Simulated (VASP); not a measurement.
A run of VASP 6.6.1 is set up as follows.

The input INCAR:

```
AGGAC = 0.0
ALGO = Normal
EDIFF = 1E-7
EDIFFG = -0.005
ENCUT = 600
GGA = MK
IBRION = 2
ISIF = 3
ISMEAR = 0
LASPH = T
LCHARG = F
LREAL = F
LUSE_VDW = T
LWAVE = F
NELM = 80
NSW = 90
PARAM1 = 0.1234
PARAM2 = 0.711357
PREC = Accurate
SIGMA = 0.03
ZAB_VDW = -1.8867
```

File KPOINTS:

```
k-points
0
Gamma
  9 9 5
```

File POSCAR:

```
SnS2                                    
1.0
    3.6876449906      0.0000000000     -0.0000000000
   -1.8438224953      3.1935942375     -0.0000000000
    0.0000000000      0.0000000000      5.8846167329
  Sn              S             
     1     2
Direct
     1.0000000000000000    1.0000000000000000    0.0000000000000000
     0.3333333300000021    0.6666666699999979    0.2521217477333333
     0.6666666699999979    0.3333333300000021    0.7478782522666667
```

Potentials or basis: VASP PAW PBE potentials, release 64 (Sn_d, S).

The run is started by

```console
$ cat potpaw_PBE.64/Sn_d/POTCAR potpaw_PBE.64/S/POTCAR > POTCAR
$ mpirun -np 1 vasp_std > vasp.out
```

(1) Predict the relaxed cell.

(2) Estimate the relaxed volume.

(3) Estimate the space group after relaxing (to 0.05 Å).

(4) Estimate the band gap on the k mesh.

## Answers

(1) a = 3.687 Å, b = 3.687 Å, c = 5.879 Å, α = 90.00°, β = 90.00°, γ = 120.00°.

(2) 23.07 Å³/atom.

(3) P-3m1 (No. 164).

(4) 1.23 eV, indirect (least direct gap 1.57 eV).

Caveat: the PAW data sets were made with another functional, which shifts forces and pressure a little; spin-orbit coupling is left out, which moves the levels of the heavy elements; an odd mesh through Γ misses points on the zone boundary, where band edges often lie.
